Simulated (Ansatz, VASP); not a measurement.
This is a calculation of Al2O3 for VASP 6.6.1.

File INCAR:

```
PREC = Accurate ; ENCUT = 900
EDIFF = 1E-6 ; ISMEAR = -1
SIGMA = 0.05 ; LREAL = F
LASPH = T ; NELM = 80
ALGO = Fast ; ISIF = 2
LWAVE = F ; LCHARG = F
GGA = PE
```

Contents of KPOINTS:

```
Automatic mesh
0
Gamma
  7 7 3
```

Contents of POSCAR:

```
Al2O3
1.0
    3.0174825440      0.0000000000      0.0000000000
   -1.5087412720      2.6132165386      0.0000000000
    0.0000000000      0.0000000000      7.5746360022
Al O
2 3
Direct
    0.0000000000      0.0000000000      0.7220490000
    0.0000000000      0.0000000000      0.2779510000
    0.0000000000      0.0000000000      0.5000000000
    0.6666666667      0.3333333333      0.8005460000
    0.3333333333      0.6666666667      0.1994540000
```

KPOINTS_OPT

```
path GMKGALHA,LM,KH
20
line-mode
reciprocal
 0.0000000000  0.0000000000  0.0000000000  G
 0.5000000000  0.0000000000  0.0000000000  M

 0.5000000000  0.0000000000  0.0000000000  M
 0.3333333333  0.3333333333  0.0000000000  K

 0.3333333333  0.3333333333  0.0000000000  K
 0.0000000000  0.0000000000  0.0000000000  G

 0.0000000000  0.0000000000  0.0000000000  G
 0.0000000000  0.0000000000  0.5000000000  A

 0.0000000000  0.0000000000  0.5000000000  A
 0.5000000000  0.0000000000  0.5000000000  L

 0.5000000000  0.0000000000  0.5000000000  L
 0.3333333333  0.3333333333  0.5000000000  H

 0.3333333333  0.3333333333  0.5000000000  H
 0.0000000000  0.0000000000  0.5000000000  A

 0.5000000000  0.0000000000  0.5000000000  L
 0.5000000000  0.0000000000  0.0000000000  M

 0.3333333333  0.3333333333  0.0000000000  K
 0.3333333333  0.3333333333  0.5000000000  H
```

Potentials or basis: VASP PAW PBE potentials, release 54 (Al, O).

Command:

```bash
$ cat potpaw_PBE.54/Al/POTCAR potpaw_PBE.54/O/POTCAR > POTCAR
$ mpirun -np 1 vasp_std > vasp.out
```

Task: Translate it to Ansatz 0.2.0. Potentials there: Ansatz PAW.

Result: As run (the cutoff follows the program's own potentials):

The input input.yaml:

```yaml
crystal:
  lattice:
    - [3.017482544, 0.0, 0.0]
    - [-1.508741272, 2.6132165386, 0.0]
    - [0.0, 0.0, 7.5746360022]
  atoms:
    - { symbol: Al, position: [0.0, 0.0, 0.722049] }
    - { symbol: Al, position: [0.0, 0.0, 0.277951] }
    - { symbol: O, position: [0.0, 0.0, 0.5] }
    - { symbol: O, position: [0.6666666667, 0.3333333333, 0.800546] }
    - { symbol: O, position: [0.3333333333, 0.6666666667, 0.199454] }
hamiltonian:
  xc: pbe
  pseudopotentials: { kind: paw }
kpoints:
  mp_grid: { grid: [7, 7, 3] }
  band_path:
    path:
      - [[0.0, 0.0, 0.0], [0.5, 0.0, 0.0], [0.3333333333, 0.3333333333, 0.0], [0.0, 0.0, 0.0], [0.0, 0.0, 0.5], [0.5, 0.0, 0.5], [0.3333333333, 0.3333333333, 0.5], [0.0, 0.0, 0.5]]
      - [[0.5, 0.0, 0.5], [0.5, 0.0, 0.0]]
      - [[0.3333333333, 0.3333333333, 0.0], [0.3333333333, 0.3333333333, 0.5]]
    npoints: 14
scf:
  occupations: { method: fermi_dirac, width: 0.05 }
  n_extra_bands: 12
output:
  forces: true
  stress: true
  eigenvalues: true
  fatbands: false
```

Potentials or basis: Ansatz PAW.

Run with:

```console
$ ansatz run input.yaml --threads 2 --pin off --max-ram 5632MiB --backend cpu --events-out ev --progress --plain --runs-dir out
```

Both were run:

|  | VASP | Ansatz | Ansatz less VASP |
| --- | --- | --- | --- |
| gap on the k mesh at the Fermi level (eV) | 2.29 | 2.30 | +0.012 |
| least direct gap on the mesh (eV) | 2.29 | 2.30 | +0.012 |
| gap along the band path (eV) | 2.29 | 2.30 | +0.011 |
| pressure (GPa) | -0.5 | -0.5 | -0.05 |
| largest component of the traceless stress (GPa) | 0.32 | 0.13 | -0.193 |
| rms of the force components (eV/Å) | 0.045 | 0.054 | +0.0091 |

Atom by atom the forces differ by 0.017 eV/Å (rms over components). The functional is the same, so the differences come from potentials, cutoffs and numerics.

Caveats: the pressure holds a Pulay correction of +0.6 GPa for the finite cutoff (Ansatz).
